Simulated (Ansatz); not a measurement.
The system is Sn.

```
CELL_PARAMETERS angstrom
0.00000 3.23334 3.23334
3.23334 0.00000 3.23334
3.23334 3.23334 0.00000
ATOMIC_POSITIONS crystal
Sn 0.75000 0.75000 0.75000
Sn 0.50000 0.50000 0.50000
```

This isn't the form of Sn at room conditions, which is tetragonal (white tin).

* Program: Ansatz 0.2.0
* Task: relaxation of cell and atoms
* Functional: B3LYP
* Potentials or basis: Ansatz PAW
* Cutoff: 420 eV (not typed: the program's choice for these potentials)
* k mesh: 4 × 4 × 4
* Occupations: fermi-dirac, width 0.05 eV
* Spin: no spin polarisation

At the start: volume 33.80 Å³/atom.

How do energy, volume and symmetry change on relaxing?

It ends after 5 steps and the volume is 37.57 Å³/atom (+11.1 %); space group Fd-3m (No. 227, to 0.05 Å).

The path:
```
step  energy change (eV)  largest force (eV/Å)  volume (Å³)
   1              0.0000                0.0000        67.61
   2             -0.0899                0.0000        77.98
   3             -0.1011                0.0000        75.67
   4             -0.1017                0.0000        75.14
   5             -0.1027                0.0000        75.14
```

Final structure:
```yaml
crystal:
  lattice:
    - [0.00000, 3.34928, 3.34928]
    - [3.34928, 0.00000, 3.34928]
    - [3.34928, 3.34928, 0.00000]
  atoms:
    - { symbol: Sn, position: [0.75000, 0.75000, 0.75000] }
    - { symbol: Sn, position: [0.50000, 0.50000, 0.50000] }
```

Caveat: the k mesh is coarse (spacing up to 0.42 Å⁻¹), so the values aren't converged, least of all with exact exchange; the plane-wave basis is chosen anew once the cell has moved, so the energies of steps on either side of that aren't comparable; the volume moved by +11 % from the deposited cell, more than functionals usually miss; the PAW data sets come from PBE, with cores solved anew for the run's functional, which leaves a small shift of forces and pressure.
